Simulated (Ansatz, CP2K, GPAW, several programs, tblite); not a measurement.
# What each method gives for PtS2 (CdCl2 type)

PtS2 in the CdCl2-type structure, relaxed with r2SCAN+rVV10 in Ansatz, was computed with several methods. The symmetry is R-3m (No. 166, trigonal); a = 3.529 Å, c = 16.569 Å in the conventional setting, 19.85 Å³ an atom. Around Pt lie 6 S at 2.39 Å; around S lie 3 Pt at 2.39 Å. Values at 0 K without nuclear motion; spin polarisation is off, and the phase may be a hypothetical one.

Space group R-3m:H (No. 166). a = 3.529 Å, b = 3.529 Å, c = 16.569 Å, α = 90.00°, β = 90.00°, γ = 120.00°
```
atom  site  symmetry       x       y       z
  Pt    3a       -3m  0.0000  0.0000  0.0000
   S    6c        3m  0.0000  0.0000  0.2583
```

Gaps and times are for a single point on this cell; volume and bulk modulus come from each method's own relaxation or energy curve at fixed shape, which is too stiff where a cell has free coordinates or axes. Times are rough, from shared hosts (Arm Neoverse V1), and each method has its own mesh and cell size. A double dagger marks a value from a curve with shape and coordinates held. GFN1-xTB (tblite), GFN2-xTB (tblite) treat a cluster of cells at its zone centre, which samples few k points: where these miss a band edge, the gap comes out too large for that reason alone. Gaps from k meshes are read at a limited set of points (mesh, symmetry points, PBE's band edges), so each method's own least gap may be somewhat smaller. xTB and the PM methods were fitted mostly to molecules, and can miss a solid's gap by electronvolts. Minimal bases can be far off for gaps. Curves at held shape can't give the bulk modulus of a layered or molecular crystal, so none is listed. GLLB-SC's gap includes the derivative discontinuity. d marks a direct gap, i an indirect one (no mark: not told apart), a dash a value that wasn't computed or didn't pass its checks.

```
                              method              kind  gap (eV)  own volume (Å³/atom)  bulk modulus (GPa)  atoms computed  processor time
light PBE (260 eV and a coarse mesh)  light plane-wave    1.03 i                     –                   –               3           1.2 s
                                 PBE         semilocal    1.01 i                     –                   –               3           4.7 s
                   GFN1-xTB (tblite)     tight binding      1.30                20.53‡                   –              81           4.9 s
                   GFN2-xTB (tblite)     tight binding      1.12                21.25‡                   –              81           8.4 s
                              r2SCAN         semilocal    1.18 i                     –                   –               3            13 s
                      PBE/SZV (CP2K)       small basis    1.30 i                     –                   –               3            13 s
                     PBE/DZVP (CP2K)       small basis    1.05 i                20.41‡                   –               3            27 s
              PBE/single zeta (GPAW)       small basis    1.12 i                     –                   –               3            29 s
                      GLLB-SC (GPAW)   model potential      1.64                     –                   –               3           100 s
```

Against r2SCAN (1.18 eV) and with closed or daggered gaps left aside, the nearest gap at the points sampled is that of PBE/single zeta (GPAW) (-0.06 eV) and the farthest that of GLLB-SC (GPAW) (+0.46 eV). r2SCAN is only a yardstick of convenience: semilocal gaps usually lie below measured ones, which GLLB-SC and hybrids aim to mend.

Runs without a result: PM7 (MOPAC) (single point, out of time).

No spin-orbit coupling is included; it can move band edges with weight on the heavy atoms by tenths of an eV.
